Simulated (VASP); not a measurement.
# Te (R-3m) in VASP: a series of runs, part 3 of 3

VASP 6.6.1.

## 4. Band structure, PBEsol, spin-orbit coupling, no magnetisation

Contents of POSCAR:

```
Te
1.0
    2.3059043427      1.3313144930      1.6909537039
   -2.3059043427      1.3313144930      1.6909537039
    0.0000000000     -2.6626289860      1.6909537039
Te
1
Direct
    0.5000000000      0.5000000000      0.5000000000
```

Contents of INCAR.step1:

```
  PREC = Accurate
  ENCUT = 520
  EDIFF = 1E-6
  ISMEAR = -1
  SIGMA = 0.05
  LREAL = False
  LASPH = True
  NELM = 60
  ALGO = Fast
  ISIF = 2
  LWAVE = False
  LCHARG = True
  LNONCOLLINEAR = True
  MAGMOM = 0 0 0
  LORBIT = 11
  LSORBIT = True
  GGA_COMPAT = False
  GGA = PS
  NBANDS = 17
```

Contents of KPOINTS.step1:

```
regular mesh
0
Gamma
  7 7 7
```

Contents of INCAR.step2:

```
  PREC = Accurate
  ENCUT = 520
  EDIFF = 1E-6
  ISMEAR = 0
  SIGMA = 0.05
  LREAL = False
  LASPH = True
  NELM = 60
  ALGO = Fast
  ISIF = 2
  LWAVE = False
  LCHARG = False
  LNONCOLLINEAR = True
  MAGMOM = 0 0 0
  LORBIT = 11
  LSORBIT = True
  GGA_COMPAT = False
  GGA = PS
  NBANDS = 17
  ICHARG = 11
```

Contents of KPOINTS.step2:

```
path GPZQGFP1Q1LZ
10
line-mode
reciprocal
 0.0000000000  0.0000000000  0.0000000000  G
 0.4677709699 -0.5322290301  0.4677709699  P

 0.4677709699 -0.5322290301  0.4677709699  P
 0.5000000000 -0.5000000000  0.5000000000  Z

 0.5000000000 -0.5000000000  0.5000000000  Z
 0.4355419398  0.4355419398  0.4355419398  Q

 0.4355419398  0.4355419398  0.4355419398  Q
 0.0000000000  0.0000000000  0.0000000000  G

 0.0000000000  0.0000000000  0.0000000000  G
 0.5000000000 -0.5000000000  0.0000000000  F

 0.5000000000 -0.5000000000  0.0000000000  F
 0.5322290301 -0.4677709699 -0.4677709699  P1

 0.5322290301 -0.4677709699 -0.4677709699  P1
 0.5644580602 -0.4355419398 -0.4355419398  Q1

 0.5644580602 -0.4355419398 -0.4355419398  Q1
 0.5000000000  0.0000000000  0.0000000000  L

 0.5000000000  0.0000000000  0.0000000000  L
 0.5000000000 -0.5000000000  0.5000000000  Z
```

Potentials or basis: VASP PAW PBE potentials, release 64 (Te).

On the command line:

```console
$ cat potpaw_PBE.64/Te/POTCAR > POTCAR
$ cp INCAR.step1 INCAR
$ cp KPOINTS.step1 KPOINTS
$ mpirun -np 1 vasp_ncl > vasp.out
$ cp INCAR.step2 INCAR
$ cp KPOINTS.step2 KPOINTS
$ mpirun -np 1 vasp_ncl > vasp.out
```

OUTCAR:

```text
PREC = Accurate
   ENCUT = 520
   EDIFF = 1E-6
   ISMEAR = 0
   LREAL = False
   LASPH = True
   NELM = 60
   ISIF = 2
   LNONCOLLINEAR = True
   LORBIT = 11
   LSORBIT = True
   GGA = PS
   ICHARG = 11

 ion  position               nearest neighbor table
   1  0.500  0.500  0.500-

  LATTYP: Found a trigonal (rhomboedric) cell.
 ALAT       =     3.1541904739
 COS(alpha) =    -0.0688991668

  Lattice vectors:

 A1 = (   2.3059043427,   1.3313144930,   1.6909537039)
 A2 = (  -2.3059043427,   1.3313144930,   1.6909537039)
 A3 = (   0.0000000000,  -2.6626289860,   1.6909537039)

Analysis of symmetry for initial positions (statically):
=====================================================================
 Subroutine PRICEL returns:
 Original cell was already a primitive cell.

 Routine SETGRP: Setting up the symmetry group for a
 trigonal (rhombohedral) supercell.

 Subroutine GETGRP returns: Found 12 space group operations
 (whereof 12 operations were pure point group operations)
 out of a pool of 12 trial point group operations.

The static configuration has the point symmetry D_3d.

Analysis of symmetry for dynamics (positions and initial velocities):
=====================================================================
 Subroutine PRICEL returns:
 Original cell was already a primitive cell.

 Routine SETGRP: Setting up the symmetry group for a
 trigonal (rhombohedral) supercell.

 Subroutine GETGRP returns: Found 12 space group operations
 (whereof 12 operations were pure point group operations)
 out of a pool of 12 trial point group operations.

The dynamic configuration has the point symmetry D_3d.

Analysis of structural, dynamic, and magnetic symmetry:
=====================================================================
 Subroutine PRICEL returns:
 Original cell was already a primitive cell.

 Routine SETGRP: Setting up the symmetry group for a
 trigonal (rhombohedral) supercell.

 Subroutine GETGRP returns: Found 12 space group operations
 (whereof 12 operations were pure point group operations)
 out of a pool of 12 trial point group operations.

The overall configuration has the point symmetry D_3d.

 Subroutine INISYM returns: Found 12 space group operations
 (whereof 12 operations are pure point group operations),
 and found     1 'primitive' translations

----------------------------------------------------------------------------------------

                                     Primitive cell

  volume of cell :      31.1462

  direct lattice vectors                    reciprocal lattice vectors
     2.305904343  1.331314493  1.690953704     0.216834667  0.125189553  0.197127415
    -2.305904343  1.331314493  1.690953704    -0.216834667  0.125189553  0.197127415
     0.000000000 -2.662628986  1.690953704     0.000000000 -0.250379107  0.197127415

  length of vectors
     3.154190474  3.154190474  3.154190474     0.318667405  0.318667405  0.318667405

  position of ions in fractional coordinates (direct lattice)
     0.500000000  0.500000000  0.500000000

[... 74 lines left out ...]
   ISIF   =      2    stress and relaxation
   ISYM   =      2    0-nonsym 1-usesym 2-fastsym
   POTIM  = 0.5000    time-step for ionic-motion
   TEBEG  =    0.0;   TEEND  =   0.0 temperature during run
   PSTRESS=    0.0 pullay stress
   NELECT =       6.0000    total number of electrons
   NUPDOWN=      -1.0000    fix difference up-down
   EMIN   =  10.00;   EMAX   =-10.00  energy-range for DOS
   EFERMI =   0.00;   METHOD = LEGACY
   ISMEAR =     0;   SIGMA  =   0.05  broadening in eV -4-tet -1-fermi 0-gaus
   EFERMI_NEDOS =   21; number of points for ismear=-14 and -15
   IALGO  =     68    algorithm
   IMIX   =      4    mixing-type and parameters
     AMIX     =   0.40;   BMIX     =  1.00
     AMIX_MAG =   1.60;   BMIX_MAG =  1.00
  volume/ion in A,a.u.               =      31.15       210.18
  Fermi-wavevector in a.u.,A,eV,Ry     =   0.945490  1.786717 12.162947  0.893951
  Thomas-Fermi vector in A             =   2.073397
   LORBIT       =     11    0 simple, 1 ext, 2 COOP (PROOUT), +10 PAW based schemes
   GGA     = PS    functional components
   LHFCALC =     F    Hartree Fock is set to
   AEXX    =    0.0000 exact exchange contribution
   IVDW    =     0    specifies the selected vdW correction
   LEPSILON=     F    determine dielectric tensor
   LRPA    =     F    only Hartree local field effects (RPA)
 RMM-DIIS sequential band-by-band and
 Gauss-broadening in eV      SIGMA  =   0.05
  energy-cutoff  :      520.00
  volume of cell :       31.15
 maximum number of plane-waves:      1716
 NGX is ok and might be reduce to    24

 number of electron       5.9999999 magnetization      -0.0000000      0.0000000     -0.0000000

 Free energy of the ion-electron system (eV)
  ---------------------------------------------------
  ext. energy  EPLUGINS =         0.00000000
  ---------------------------------------------------
  free energy    TOTEN  =        -2.55016584 eV

  energy without entropy =       -2.54909799  energy(sigma->0) =       -2.54963192

 E-fermi :   5.0243     XC(G=0):  -9.6468

 val. band max:        5.0117043033   @ k =   0.5251  -0.4749  -0.3638
 cond. band min:       5.0960956782   @ k =   0.2599  -0.2957   0.2599
 fundamental gap:      0.0843913749
 Fermi energy:         5.0242849831

 k-point     1 :       0.0000    0.0000    0.0000
  band No.  band energies     occupation
      1      -7.0324      1.00000
      2      -7.0324      1.00000
      3       7.4517      0.00000
      4       7.4517      0.00000
      5       8.4704      0.00000
      6       8.4704      0.00000
[... 457 lines left out ...]
      4       2.2665      1.00000
      5       3.1290      1.00000
      6       3.1290      1.00000
[... 9 lines left out ...]
     16      18.7215      0.00000
     17      20.9020      0.00000

 [... further k-points ...]

------------------------ aborting loop because EDIFF is reached ----------------------------------------

  FORCE on cell =-STRESS in cart. coord.  units (eV):
  Direction    XX          YY          ZZ          XY          YZ          ZX
  --------------------------------------------------------------------------------------
  -------------------------------------------------------------------------------------
  Total        6.4737843      6.4737843      5.9783880      0.0000000      0.0000000     -0.0000000
  in kB      333.0150728    333.0150728    307.5316149      0.0000000      0.0000000     -0.0000000
  external PRESSURE =     324.5205868 kB  Pullay stress =       0.0000000 kB

 VOLUME and BASIS-vectors are now :
 -----------------------------------------------------------------------------
  energy-cutoff  :      520.00
  volume of cell :       31.15
      direct lattice vectors                 reciprocal lattice vectors
     2.305904343  1.331314493  1.690953704     0.216834667  0.125189553  0.197127415
    -2.305904343  1.331314493  1.690953704    -0.216834667  0.125189553  0.197127415
     0.000000000 -2.662628986  1.690953704     0.000000000 -0.250379107  0.197127415

 POSITION                                       TOTAL-FORCE (eV/Angst)
 -----------------------------------------------------------------------------------
      0.00000      0.00000      2.53643         0.000000      0.000000     -0.000000
 -----------------------------------------------------------------------------------
    total drift:                                0.000000      0.000000     -0.000000

  FREE ENERGIE OF THE ION-ELECTRON SYSTEM (eV)
  ---------------------------------------------------
  free  energy   TOTEN  =        -2.5501658442 eV

  energy  without entropy=       -2.5490979900  energy(sigma->0) =       -2.54963192

 Spin-Orbit-Coupling matrix elements

 Ion:    1  E_soc:     -0.1956115
 l=   1
     0.0000000    -0.0337408    -0.0303175
    -0.0337408     0.0000000    -0.0337408
    -0.0303175    -0.0337408     0.0000000
 l=   2
     0.0000000     0.0000028     0.0000000     0.0000028    -0.0000349
     0.0000028     0.0000000     0.0000045     0.0000081     0.0000028
     0.0000000     0.0000045     0.0000000     0.0000045     0.0000000
     0.0000028     0.0000081     0.0000045     0.0000000     0.0000028
    -0.0000349     0.0000028     0.0000000     0.0000028     0.0000000
 l=   3
     0.0000000     0.0000000     0.0000000     0.0000000     0.0000000     0.0000000     0.0000000
     0.0000000     0.0000000     0.0000000     0.0000000     0.0000000     0.0000000     0.0000000
     0.0000000     0.0000000     0.0000000     0.0000000     0.0000000     0.0000000     0.0000000
     0.0000000     0.0000000     0.0000000     0.0000000     0.0000000     0.0000000     0.0000000
     0.0000000     0.0000000     0.0000000     0.0000000     0.0000000     0.0000000     0.0000000
     0.0000000     0.0000000     0.0000000     0.0000000     0.0000000     0.0000000     0.0000000
     0.0000000     0.0000000     0.0000000     0.0000000     0.0000000     0.0000000     0.0000000

 total charge

# of ion       s       p       d       tot
------------------------------------------
    1        1.503   1.940   0.016   3.459

 magnetization (x)

# of ion       s       p       d       tot
------------------------------------------
    1        0.000   0.000   0.000   0.000

 magnetization (y)

# of ion       s       p       d       tot
------------------------------------------
    1        0.000   0.000  -0.000   0.000

 magnetization (z)

# of ion       s       p       d       tot
------------------------------------------
    1        0.000   0.000   0.000   0.000
```

Wall time 25 s (1 thread of Intel Xeon 6975P-C (Granite Rapids), shared host); peak memory 0.23 GiB.

Caveat: the log is that of the step along the path at fixed density, whose energy, stress, charges and moments have no meaning; the PAW data sets were made with another functional, which shifts forces and pressure a little.

## 5. Optical spectrum, rev-vdW-DF2

Contents of INCAR:

```
  PREC = Accurate
  ENCUT = 520
  EDIFF = 1E-6
  ISMEAR = -1
  SIGMA = 0.1
  LREAL = F
  LASPH = T
  NELM = 80
  ALGO = Normal
  ISIF = 2
  LWAVE = F
  LCHARG = F
  GGA = MK
  LUSE_VDW = T
  AGGAC = 0.0
  PARAM1 = 0.1234
  PARAM2 = 0.711357
  ZAB_VDW = -1.8867
  LOPTICS = T
  NBANDS = 35
  NEDOS = 2000
  CSHIFT = 0.1
```

Contents of KPOINTS:

```
Automatic mesh
0
Gamma
  9 9 9
```

Edit POSCAR of step 4 so:

```diff
@@ -7,3 +7,3 @@
 1
-Direct
-    0.5000000000      0.5000000000      0.5000000000
+Cartesian
+    0.0000000000      0.0000000000      2.5364305558
```

Potentials or basis: VASP PAW PBE potentials, release 64 (Te).

On the command line:

```console
$ cat potpaw_PBE.64/Te/POTCAR > POTCAR
$ mpirun -np 1 vasp_std > vasp.out
```

OUTCAR:

```text
PREC = Accurate
   ENCUT = 520
   EDIFF = 1E-6
   ISMEAR = -1
   LREAL = F
   LASPH = T
   NELM = 80
   ISIF = 2
   GGA = MK

 ion  position               nearest neighbor table
   1  0.500  0.500  0.500-

  LATTYP: Found a trigonal (rhomboedric) cell.
 ALAT       =     3.1541904739
 COS(alpha) =    -0.0688991668

  Lattice vectors:

 A1 = (   2.3059043427,   1.3313144930,   1.6909537039)
[... 770 lines left out ...]
     3.04801    -1.38755    -1.38755     0.15841    -0.00000     0.00000    -0.00000
     3.81002     0.58555     0.58555     1.96693     0.00000     0.00000    -0.00000
[... 92 lines left out ...]
    74.67635     0.96499     0.96499     0.96195    -0.00000     0.00000    -0.00000
    75.43835     0.96574     0.96574     0.96276    -0.00000     0.00000    -0.00000

  frequency dependent IMAGINARY DIELECTRIC FUNCTION (independent particle, no local field effects) current-current
     E(ev)      X         Y         Z        XY        YZ        ZX
  --------------------------------------------------------------------------------------------------------------
     0.00000  2578.48080  2578.48080  1797.56364    -0.00000     0.00000    -0.00000
     0.76200     7.49943     7.49943    22.94469     0.00000     0.00000     0.00000
     1.52401     0.68827     0.68827     0.88892     0.00000     0.00000    -0.00000
     2.28601     0.41638     0.41638     1.02846     0.00000     0.00000    -0.00000
     3.04801     0.30707     0.30707     0.43993     0.00000    -0.00000    -0.00000
     3.81002     0.31461     0.31461     0.36675     0.00000     0.00000    -0.00000
[... 92 lines left out ...]
    74.67635     0.00001     0.00001     0.00001     0.00000    -0.00000     0.00000
    75.43835     0.00001     0.00001     0.00001     0.00000    -0.00000     0.00000

  frequency dependent      REAL DIELECTRIC FUNCTION (independent particle, no local field effects) current-current
     E(ev)        X           Y           Z          XY          YZ          ZX
  --------------------------------------------------------------------------------------------------------------
     0.00000  -260.58530  -260.58530   -50.89436     0.00000    -0.00000    -0.00000
     0.76200   -46.42310   -46.42310   -62.75864    -0.00000    -0.00000     0.00000
     1.52401    -7.64201    -7.64201    -9.73976    -0.00000    -0.00000     0.00000
     2.28601    -1.58505    -1.58505    -1.93214    -0.00000    -0.00000     0.00000
     3.04801     0.49393     0.49393     0.38327    -0.00000    -0.00000     0.00000
     3.81002     1.78225     1.78225     2.11136    -0.00000    -0.00000     0.00000
[... 92 lines left out ...]
    74.67635     0.96807     0.96807     0.96228    -0.00000     0.00000     0.00000
    75.43835     0.96875     0.96875     0.96308    -0.00000     0.00000     0.00000
```

OSZICAR:

```text
N       E                     dE             d eps       ncg     rms          rms(c)
DAV:   1     0.251485791994E+02    0.25149E+02   -0.19905E+03  5950   0.136E+02
DAV:   2    -0.738675958244E+00   -0.25887E+02   -0.24455E+02  7375   0.407E+01
DAV:   3    -0.147095778701E+01   -0.73228E+00   -0.72625E+00  7353   0.648E+00
DAV:   4    -0.147402933744E+01   -0.30716E-02   -0.30706E-02  7113   0.398E-01
DAV:   5    -0.147404846657E+01   -0.19129E-04   -0.19128E-04  7287   0.320E-02    0.829E+00
DAV:   6    -0.147667424911E+01   -0.26258E-02   -0.41429E-04  7377   0.478E-02    0.504E+00
DAV:   7    -0.147861467590E+01   -0.19404E-02   -0.10156E-03  6885   0.762E-02    0.479E-02
DAV:   8    -0.147864501020E+01   -0.30334E-04   -0.24575E-05  7382   0.114E-02    0.296E-02
DAV:   9    -0.147865249670E+01   -0.74865E-05   -0.57716E-06  6668   0.579E-03    0.131E-02
DAV:  10    -0.147865238350E+01    0.11320E-06   -0.10282E-07  6574   0.772E-04
   1 F= -.14786524E+01 E0= -.14685191E+01  d E =-.202666E-01
 imaginary and real dielectric function
```

Wall time 32 s (1 thread of AMD EPYC 9R45 (Zen 5), shared host); peak memory 0.27 GiB.

Results:

| Property | Result |
| --- | --- |
| Free energy | -1.4787 eV |
| Pressure | 2.0 GPa |
| Band gap on the k mesh | none (metal or under the smearing width) |

Stress tensor (GPa, compression positive):
```
2.01 0.00 0.00
0.00 2.01 0.00
0.00 0.00 1.88
```

Dielectric function (mean over the directions given):
| energy (eV) | real part | imaginary part |
| --- | --- | --- |
| 0.30 | 65.35 | 278.61 |
| 0.91 | -50.66 | 21.97 |
| 1.60 | -12.36 | 2.50 |
| 2.29 | -4.08 | 1.07 |
| 2.97 | -1.12 | 0.52 |
| 3.66 | 0.73 | 0.31 |
| 4.34 | 1.93 | 0.30 |
| 5.03 | 3.34 | 0.32 |
| 5.71 | 5.63 | 1.21 |
| 6.40 | 5.52 | 7.79 |
| 7.01 | 1.16 | 7.97 |
| 7.70 | -2.07 | 4.76 |
| 8.38 | -0.83 | 2.96 |
| 9.07 | -1.52 | 2.77 |
| 9.75 | -1.43 | 1.53 |
| 10.44 | -0.78 | 1.01 |
| 11.13 | -0.41 | 0.73 |
| 11.81 | -0.13 | 0.75 |
| 12.50 | 0.14 | 0.75 |
| 13.18 | 0.15 | 0.94 |
| 13.79 | 0.05 | 0.87 |
| 14.48 | -0.06 | 0.84 |
| 15.16 | -0.14 | 0.69 |
| 15.85 | -0.13 | 0.42 |
| 16.54 | -0.06 | 0.22 |
| 17.22 | 0.19 | 0.13 |
| 17.91 | 0.30 | 0.13 |
| 18.59 | 0.37 | 0.16 |
| 19.28 | 0.43 | 0.14 |
| 19.96 | 0.46 | 0.16 |

Caveat: spectra need much finer meshes, so this one isn't converged; independent-particle spectra lack excitons; the intraband (Drude) part of a metal's response may be missing; the PAW data sets were made with another functional, which shifts forces and pressure a little. Spin-orbit coupling is left out, which matters for the levels of Te.

## 6. For comparison

An earlier run on the cell as given: functional PBE; potentials or basis VASP PAW PBE potentials, release 64 (Te); cutoff 520 eV; k mesh 9 × 9 × 9; occupations fermi-dirac, width 0.05 eV; no spin polarisation.

* Pressure: 2.6 GPa
* Band gap on the k mesh: none (metal or under the smearing width)

## 7. The runs side by side

| task | level | spin | k mesh | smearing | gap on the mesh (eV) | pressure (GPa) |
| --- | --- | --- | --- | --- | --- | --- |
| band structure | PBEsol | off | 9 × 9 × 9 | fermi-dirac 0.05 eV | - | 0.0 |
| band structure | PBEsol | off | 7 × 7 × 7 | fermi-dirac 0.05 eV | - | - |
| band structure | PBEsol | SOC, no magnetisation | 7 × 7 × 7 | fermi-dirac 0.05 eV | - | - |
| optical spectrum | rev-vdW-DF2 | off | 9 × 9 × 9 | fermi-dirac 0.1 eV | none | 2.0 |
| single point | PBE | off | 9 × 9 × 9 | fermi-dirac 0.05 eV | none | 2.6 |

Alike in all rows: potentials or basis VASP PAW PBE potentials, release 64 (Te); cell as given; cutoff (eV) 520.

The pressure there spans 0.0 GPa (PBEsol) to 2.6 GPa (PBE); a positive pressure means that this level wants a larger cell, a negative one a smaller.

Caveats: the PAW data sets were made with another functional, which shifts forces and pressure a little (some runs); spin-orbit coupling is left out, which moves the levels of the heavy elements (some runs); spectra need much finer meshes, so this one isn't converged (some runs); independent-particle spectra lack excitons (some runs); the intraband (Drude) part of a metal's response may be missing (some runs).

Total energies depend on the potentials used, so only differences within one code and one set of settings carry meaning.
